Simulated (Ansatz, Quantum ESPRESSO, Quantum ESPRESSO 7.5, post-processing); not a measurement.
## Al chain with one H atom in line: ballistic transmission

How well does the junction conduct in the ballistic limit? It is: Al chain with one H atom in line.

Method: plane-wave DFT, PBE, GBRV ultrasoft pseudopotentials (cross-check by Ansatz 0.2.0 with PAW datasets), in Quantum ESPRESSO 7.5.

This is a report of a sequence of runs, with most program output left out.

## Step 1: Set-up

The cell holds 13 atoms: 12 Al and 1 H. Cell: a = 7.500 Å, b = 7.500 Å, c = 29.214 Å, α = 90.0°, β = 90.0°, γ = 90.0°. Regions: left lead, 6 atoms (6 Al); channel, 1 atom (1 H); right lead, 6 atoms (6 Al). Vacuum lies along a and b. The structure is stacked along c, and the current runs across the ab planes.

## Step 2: Self-consistent run

One periodic cell holds a stretch of lead, the junction and more lead; the atoms stay as built.

scf.in

```
&control
  prefix = 'scf'
  outdir = './out'
  pseudo_dir = './pseudo'
  calculation = 'scf'
  tprnfor = .true.
/
&system
  ibrav = 0
  nat = 13
  ntyp = 2
  ecutwfc = 34
  ecutrho = 170
  occupations = 'smearing'
  smearing = 'mv'
  degauss = 0.01
/
&electrons
  conv_thr = 1e-07
  mixing_beta = 0.25
  electron_maxstep = 120
  mixing_mode = 'local-TF'
/
ATOMIC_SPECIES
  Al  26.9815  al_pbe_v1.uspp.F.UPF
  H   1.0080  h_pbe_v1.4.uspp.F.UPF
CELL_PARAMETERS angstrom
  7.50000000000000 0.00000000000000 0.00000000000000
  0.00000000000000 7.50000000000000 0.00000000000000
  0.00000000000000 0.00000000000000 29.21380000000000
ATOMIC_POSITIONS crystal
  Al  0.500000000000 0.500000000000 0.000000000000
  Al  0.500000000000 0.500000000000 0.082152955110
  Al  0.500000000000 0.500000000000 0.164305910221
  Al  0.500000000000 0.500000000000 0.246458865331
  Al  0.500000000000 0.500000000000 0.328611820441
  Al  0.500000000000 0.500000000000 0.410764775551
  H   0.500000000000 0.500000000000 0.458923522445
  Al  0.500000000000 0.500000000000 0.507082269338
  Al  0.500000000000 0.500000000000 0.589235224449
  Al  0.500000000000 0.500000000000 0.671388179559
  Al  0.500000000000 0.500000000000 0.753541134669
  Al  0.500000000000 0.500000000000 0.835694089779
  Al  0.500000000000 0.500000000000 0.917847044890
K_POINTS automatic
  1 1 3 0 0 0
```

The run is started by

```bash
$ OMP_NUM_THREADS=1 mpirun -n 2 pw.x -nk 1 -in scf.in > scf.out
```

The job ended after 81 s (2 MPI ranks of Arm Neoverse V2, shared host; peak memory 0.94 GiB; 2.7 min of CPU time).

This step gave:

| Item | Value |
| --- | --- |
| free energy | -1085.3192 eV |
| Fermi energy | -2.538 eV |

The program's own clock; routines nest. Time by routine:

```tsv
routine	wall time (s)	calls
PWSCF	80.19	1
electrons	77.32	1
c_bands	31.86	25
cegterg	30.8	50
h_psi	25.75	165
fftw	23.51	6690
mix_rho	23.39	25
vloc_psi	21.07	165
ffts	13.78	2593
sum_band	12.16	25
newd	6.06	26
v_of_rho	3.78	26
calbec	3.36	223
fft	2.44	347
```

The run needed 25 iterations to bring the estimated error under 1e-07 Ry; the largest force on any atom, held or free, is 3.31 eV/Å.

## Step 3: The open system

prefixt takes both regions from one run: the lead from 0 to bdl, the scattering region from bdl to bds (units of alat). ikind = 1 puts the same lead on both sides. The program's T_tot counts both spins in a run without spin; the tables below give T per spin.

cond.in

```
&inputcond
  outdir = './out'
  prefixt = 'scf'
  tran_file = 'cond.dat'
  bdl = 0.6400000000
  bds = 3.8951733333
  ikind = 1
  ewind = 4.0
  epsproj = 1e-05
  nz1 = 7
  energy0 = 2.0
  denergy = -0.1
/
1
  0.00000000 0.00000000 1.00000000
41
```

The run is started by

```bash
$ OMP_NUM_THREADS=1 mpirun -n 2 pwcond.x -in cond.in > cond.out
```

Run time: 2.3 min. Hardware: 2 MPI ranks; peak memory 0.3 GiB; 4.5 min of CPU time.

This step gave:

```
lead channels at the Fermi level, one spin : 2
transmission at the Fermi level, one spin  : 2.000
conductance                                : 2.000 G₀
```

Per spin. Open channels against energy, zero at the Fermi level:

```tsv
energy (eV)	open channels
-2.00	1
-1.80	1
-1.60	1
-1.40	1
-1.20	0
-1.00	0
-0.90	0
-0.70	0
-0.50	0
-0.30	2
-0.10	2
0.00	2
0.10	2
0.30	2
0.50	2
0.70	2
0.90	3
1.00	3
1.20	3
1.40	3
1.60	3
1.80	3
2.00	3
```

Per spin. The transmission by energy, zero at the Fermi level:

energy (eV), transmission and a bar:
```
    -2.00       0.16 ##
    -1.80       0.12 #
    -1.60       0.08 #
    -1.40       0.03 
    -1.20       0.00 
    -1.00       0.00 
    -0.90       0.00 
    -0.70       0.00 
    -0.50       0.00 
    -0.30       1.89 ###################
    -0.10       2.00 ####################
     0.00       2.00 ####################
     0.10       2.00 ####################
     0.30       2.00 ####################
     0.50       1.99 ####################
     0.70       1.98 ####################
     0.90       2.47 #########################
     1.00       2.90 #############################
     1.10       2.97 ##############################
     1.20       2.92 ##############################
     1.40       2.79 ############################
     1.60       2.64 ###########################
     1.80       2.48 #########################
     2.00       2.30 #######################
```

The program's own clock; routines nest. Time by routine:

```tsv
routine	wall time (s)	calls
PWCOND	135.9	1
scatter_forw	111.5	82
local	15.45	1
compbs	7.22	41
compbs_2	5.97	41
init	0.8	1
poten	0.1	1
```

At no point does T exceed the number of channels.

## Step 4: The open system, with epsproj = 0.001

A sensitivity test on the input.

cond.w.in is the input of step 3 with these lines changed:

```diff
@@ -3,3 +3,3 @@
   prefixt = 'scf'
-  tran_file = 'cond.dat'
+  tran_file = 'cond.w.dat'
   bdl = 0.6400000000
@@ -8,3 +8,3 @@
   ewind = 4.0
-  epsproj = 1e-05
+  epsproj = 0.001
   nz1 = 7
```

The run is started by

```bash
$ OMP_NUM_THREADS=1 mpirun -n 2 pwcond.x -in cond.w.in > cond.w.out
```

The job ended after 76 s (2 MPI ranks; peak memory 0.3 GiB; 2.5 min of CPU time).

The changed values were drawn from a wide range, not chosen for quality; the comparison shows what they did here together.

Beside the run it was changed from:

```tsv
quantity	this run	unchanged run	difference
transmission at the Fermi level, one spin	2.000	2.000	-2.0e-6
lead channels at the Fermi level, one spin	2	2	0
wall time (s)	76	136
```

Over all energies T moves by up to 0.27, at 0.9 eV.

The physical values in this table stay within 0.05 %.

## Step 5: Cross-check with Ansatz

A second code with its own PAW datasets, on the same atoms.

Level of this step: plane-wave DFT, PBE, Ansatz PAW (Ansatz 0.2.0).

input.yaml

```yaml
crystal:
  lattice:
    - [7.5, 0.0, 0.0]
    - [0.0, 7.5, 0.0]
    - [0.0, 0.0, 29.2138]
  atoms:
    - { symbol: Al, position: [0.5, 0.5, 0.0] }
    - { symbol: Al, position: [0.5, 0.5, 0.0821529551] }
    - { symbol: Al, position: [0.5, 0.5, 0.1643059102] }
    - { symbol: Al, position: [0.5, 0.5, 0.2464588653] }
    - { symbol: Al, position: [0.5, 0.5, 0.3286118204] }
    - { symbol: Al, position: [0.5, 0.5, 0.4107647756] }
    - { symbol: H, position: [0.5, 0.5, 0.4589235224] }
    - { symbol: Al, position: [0.5, 0.5, 0.5070822693] }
    - { symbol: Al, position: [0.5, 0.5, 0.5892352244] }
    - { symbol: Al, position: [0.5, 0.5, 0.6713881796] }
    - { symbol: Al, position: [0.5, 0.5, 0.7535411347] }
    - { symbol: Al, position: [0.5, 0.5, 0.8356940898] }
    - { symbol: Al, position: [0.5, 0.5, 0.9178470449] }
kpoints:
  mp_grid: { grid: [1, 1, 4] }
hamiltonian:
  xc: pbe
scf:
  occupations: { method: fermi_dirac, width: 0.1 }
  convergence: { dr2_threshold: 1.0e-08 }
output:
  transmission:
    leads: [[0, 1]]
    e_range: [-2.0, 2.0]
    de: 0.05
    kmesh: [1, 1]
    reduced_basis: true
  write_potential: true
  write_density: true
  volumetric_format: npy
  elf: true
```

The run is started by

```bash
$ ansatz run input.yaml --threads 2 --pin off --max-ram 4096MiB --backend cpu --events-out ev --progress --plain --runs-dir out
```

Elapsed: 39 s, on 2 threads; peak memory 1.3 GiB.

This step gave:

* free energy: -6440.3273 eV
* energy at zero smearing: -6440.0547 eV
* smearing term TS: 0.5453 eV
* Fermi energy: -2.502 eV
* symmetry operations: 16
* step of the lead's Hamiltonian over a period: 4 meV

Per spin. Transmission against energy, zero at the Fermi level:

energy (eV), transmission and a bar:
```
    -2.00       0.16 ##
    -1.90       0.14 #
    -1.80       0.12 #
    -1.70       0.10 #
    -1.55       0.07 #
    -1.45       0.04 
    -1.35       0.01 
    -1.25       0.00 
    -1.15       0.00 
    -1.05       0.00 
    -0.90       0.00 
    -0.80       0.00 
    -0.70       0.00 
    -0.60       0.00 
    -0.50       0.00 
    -0.40       0.85 #########
    -0.25       1.98 ####################
    -0.15       2.00 ####################
    -0.05       2.00 ####################
     0.00       2.00 ####################
     0.05       2.00 ####################
     0.15       2.00 ####################
     0.25       2.00 ####################
     0.40       1.99 ####################
     0.50       1.99 ####################
     0.60       1.98 ####################
     0.70       1.98 ####################
     0.80       1.97 ####################
     0.90       2.59 ##########################
     1.05       2.96 ##############################
     1.15       2.94 ##############################
     1.25       2.88 #############################
     1.35       2.81 ############################
     1.45       2.73 ############################
     1.55       2.65 ###########################
     1.70       2.53 ##########################
     1.80       2.44 #########################
     1.90       2.35 ########################
     2.00       2.25 #######################
```

Per spin. Table of open channels by energy, zero at the Fermi level:

```tsv
energy (eV)	open channels
-2.00	1
-1.85	1
-1.70	1
-1.60	1
-1.45	1
-1.30	0
-1.15	0
-1.05	0
-0.90	0
-0.75	0
-0.60	0
-0.50	0
-0.35	2
-0.20	2
-0.05	2
0.00	2
0.05	2
0.20	2
0.35	2
0.50	2
0.60	2
0.75	2
0.90	3
1.05	3
1.15	3
1.30	3
1.45	3
1.60	3
1.70	3
1.85	3
2.00	3
```

Valence density in the ca plane at fractional y = 0.500, with atoms of Al and H within 0.2 Å of it. It is the smooth field of the valence electrons, not physical close to the nuclei.

Values in units of 1e-1 e/Å³, 11 rows by 16 columns, each cell a mean:
```
0.0 0.0 0.0 0.0 0.0 0.0 0.0 0.0 0.0 0.0 0.0 0.0 0.0 0.0 0.0 0.0
0.0 0.0 0.0 0.0 0.0 0.0 0.0 0.0 0.0 0.0 0.0 0.0 0.0 0.0 0.0 0.0
0.2 0.2 0.2 0.2 0.2 0.2 0.2 0.2 0.2 0.2 0.3 0.2 0.2 0.2 0.2 0.2
0.9 1.0 1.0 1.0 1.0 0.9 1.0 1.0 0.7 0.8 1.0 1.0 1.0 1.0 0.9 1.0
1.4 2.6 1.5 2.3 2.0 1.6 2.5 1.3 4.0 3.0 1.5 2.5 1.4 2.4 1.9 1.8
1.1 3.4 1.2 2.6 2.2 1.5 3.0 1.0 9.5 5.9 1.2 3.2 1.0 2.8 2.0 1.7
1.5 2.1 1.5 1.9 1.8 1.6 2.1 1.4 2.4 2.1 1.6 2.1 1.4 2.0 1.7 1.7
0.7 0.6 0.7 0.6 0.7 0.7 0.7 0.7 0.5 0.5 0.7 0.7 0.7 0.7 0.6 0.7
0.1 0.1 0.1 0.1 0.1 0.1 0.2 0.2 0.1 0.1 0.2 0.1 0.1 0.1 0.1 0.1
0.0 0.0 0.0 0.0 0.0 0.0 0.0 0.0 0.0 0.0 0.0 0.0 0.0 0.0 0.0 0.0
0.0 0.0 0.0 0.0 0.0 0.0 0.0 0.0 0.0 0.0 0.0 0.0 0.0 0.0 0.0 0.0
```
Columns run along c (16.0 Å, from fractional 0.16 to 0.71 of the cell), rows up along a (7.5 Å). Atoms in or near the plane, at fractional coordinates: Al at (0.16, 0.50), Al at (0.25, 0.50), Al at (0.33, 0.50), Al at (0.41, 0.50), H at (0.46, 0.50), Al at (0.51, 0.50), Al at (0.59, 0.50), Al at (0.67, 0.50).

ELF in the ca plane at fractional y = 0.500, with atoms of Al and H within 0.2 Å of it. It is the smooth field of the valence electrons, not physical close to the nuclei.

Ten even steps from '0' (0.00 × 1e-1) to '9' (9.97 × 1e-1), each cell a mean:
```
00000000000000000000000000000000000000000000
00000000000000000000000000000000000000000000
11111111111111111122211000112221111111111111
22222222222322222344432111234443222233222222
33444443344544344566543222345665434445443344
55566655566665556777653222457776655666655556
66778766677876667888754333457888766778776677
45788864688885468887544676445888864588875468
11699821279961148983115999501489831169972138
53399615169834428971416999513279715349952517
21499712179941138971116999501289722159961228
23789842489973268886325887423688852479974258
66788876678886667888754454457888766688876678
66677765667776666788754333467887666677766667
44455554455555445667653222356766544555554455
33333333333433333455432112245554333334333333
11112211112221112233321111123332111122211112
00000000000000000011100000001110000000000000
00000000000000000000000000000000000000000000
00000000000000000000000000000000000000000000
```
Columns run along c (16.0 Å, from fractional 0.16 to 0.71 of the cell), rows up along a (7.5 Å). Atoms in or near the plane, at fractional coordinates: Al at (0.16, 0.50), Al at (0.25, 0.50), Al at (0.33, 0.50), Al at (0.41, 0.50), H at (0.46, 0.50), Al at (0.51, 0.50), Al at (0.59, 0.50), Al at (0.67, 0.50).

Ansatz finds T = 2.00 against pwcond's 2.00.

## Step 6: All levels side by side

All levels:

```tsv
step	T at the Fermi level (per spin)	conductance (G0)	r.m.s. T(E) from the first	CPU time of the step (s)	peak memory (GiB)
Ansatz	2	-	0	74.42	1.323
pwcond	2	2	0.1354	272.8	0.3
pwcond, changed setting	2	2	0.148	151.4	0.3
```

Per spin. Transmission against energy, zero at the Fermi level:

```tsv
energy (eV)	Ansatz	pwcond	pwcond, changed setting
-2.00	0.160	0.158	0.159
-1.90	0.141	0.140	0.141
-1.80	0.121	0.121	0.122
-1.70	0.100	0.101	0.102
-1.60	0.0777	0.0786	0.0801
-1.50	0.0535	0.0545	0.0565
-1.40	0.0272	0.0278	0.0304
-1.20	0	0	0
-1.10	0	0	0
-1.00	0	0	0
-0.90	0	0	0
-0.80	0	0	0
-0.70	0	0	0
-0.60	0	0	0
-0.50	0	0	0
-0.40	0.850	0	0
-0.30	1.94	1.89	1.88
-0.20	1.99	1.99	1.99
-0.10	2.00	2.00	2.00
0.00	2.00	2.00	2.00
0.10	2.00	2.00	2.00
0.20	2.00	2.00	2.00
0.30	2.00	2.00	2.00
0.40	1.99	1.99	1.99
0.50	1.99	1.99	1.99
0.60	1.98	1.98	1.98
0.70	1.98	1.98	1.98
0.80	1.97	1.97	1.97
0.90	2.59	2.47	2.20
1.00	2.93	2.90	2.86
1.10	2.96	2.97	2.97
1.20	2.91	2.92	2.93
1.40	2.77	2.79	2.80
1.50	2.69	2.72	2.73
1.60	2.61	2.64	2.65
1.70	2.53	2.56	2.57
1.80	2.44	2.48	2.48
1.90	2.35	2.39	2.39
2.00	2.25	2.30	2.30
```

## Step 7: Worked from the printed numbers

G = 2 × 77.48 µS = 155 µS a cell, a resistance of 6.45 kΩ.

## Step 8: What came out

| Item | Value |
| --- | --- |
| conductance from T at the Fermi level, a cell (G₀ = 2e²/h) | 2.00 G₀ |
| lead channels per spin | 2.00 |
| the same conductance by Ansatz | 2.00 G₀ |

**Reading.** The junction conducts 2.00 G₀ a cell at the Fermi level (PBE, GBRV ultrasoft). At the Fermi level the junction passes 100 % of what the leads offer, nearly all. At the Fermi level pwcond and Ansatz differ by 0.0016 %, a close match. Over -2 to 2 eV, T lies between 0 and 3.0 per spin. The geometry is as built, not relaxed, and the leads are short.

[Logs are printed without paths, hosts, clocks, repeated set-up lines and the standing remarks that a program may print on its own settings, such as how far it seeks lower states.]

[Hosts, paths, dates, database ids (printed as entryN), source tags and the programs' standing remarks are cut or masked in the printed files.]

[Maps of the electrostatic potential energy from Ansatz leave out the sawtooth potential of an applied field or a dipole correction, so their vacuum need not be flat; planar profiles and work functions include it.]
